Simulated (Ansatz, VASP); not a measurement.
One calculation of Ta, two programs

The input INCAR:

```
ALGO     = Normal         # electronic algorithm
EDIFF    = 1E-7           # SCF threshold, eV
ENCUT    = 520            # plane-wave cutoff, eV
GGA      = PS             # functional
ISIF     = 2              # what is computed and relaxed
ISMEAR   = 0              # smearing method
LASPH    = T              # aspherical terms in the spheres
LCHARG   = T              # write CHGCAR
LELF     = T              # ELF
LREAL    = F              # projectors in reciprocal space
LVHAR    = T            
LWAVE    = F              # write WAVECAR
NBANDS   = 12             # bands
NELM     = 80             # most SCF steps
PREC     = Accurate       # precision mode
SIGMA    = 0.1            # smearing width, eV
```

File KPOINTS:

```
k-points
0
Gamma
  18 18 18
```

File POSCAR:

```
Ta
1.0
   -1.6402597622      1.6402597622      1.6402597622
    1.6402597622     -1.6402597622      1.6402597622
    1.6402597622      1.6402597622     -1.6402597622
Ta
1
Direct
    0.0000000000      0.0000000000      0.0000000000
```

Input for Ansatz:

```yaml
crystal:
  lattice:
    - [-1.6402597622, 1.6402597622, 1.6402597622]
    - [1.6402597622, -1.6402597622, 1.6402597622]
    - [1.6402597622, 1.6402597622, -1.6402597622]
  atoms:
    - { symbol: Ta, position: [0.0, 0.0, 0.0] }
basis:
  ecutwfc: 420
kpoints:
  mp_grid: { grid: [18, 18, 18] }
  band_path:
    path:
      - [[0.0, 0.0, 0.0], [0.5, -0.5, 0.5], [0.0, 0.0, 0.5], [0.0, 0.0, 0.0], [0.25, 0.25, 0.25], [0.5, -0.5, 0.5]]
      - [[0.25, 0.25, 0.25], [0.0, 0.0, 0.5]]
    npoints: 14
hamiltonian:
  xc: pbesol
scf:
  occupations: { method: gaussian, width: 0.1 }
  n_extra_bands: 6
output:
  forces: true
  stress: true
  eigenvalues: true
  populations: true
  dos: { projected: true, de: 0.02, nscf_kmesh: { grid: [27, 27, 27] } }
  bader: true
  write_density: true
  write_potential: true
  elf: true
  volumetric_format: npy
```

Alike in both runs: task single point; functional PBEsol; k mesh 18 × 18 × 18; occupations gaussian, width 0.1 eV; no spin polarisation.

|  | VASP | Ansatz |
| --- | --- | --- |
| version | VASP 6.6.1 | Ansatz 0.2.0 |
| potentials or method | VASP PAW PBE potentials, release 64 (Ta_pv) | scalar-relativistic, plane waves, PAW |
| plane-wave cutoff (eV) | 520 | 420 |
| valence electrons in the cell | 11 | 13 |

```tsv
	VASP	Ansatz	Ansatz less VASP
gap on the k mesh at the Fermi level (eV)	none	none	-
pressure (GPa)	0.2	0.0	-0.20
```

A gap of «none» marks a metal or a gap that the smearing closes. The two sets of potentials don't hold the same shells in valence.

Caveats: the PAW data sets were made with another functional, which shifts forces and pressure a little (VASP). The runs have no spin-orbit coupling, so splittings on Ta are missing.
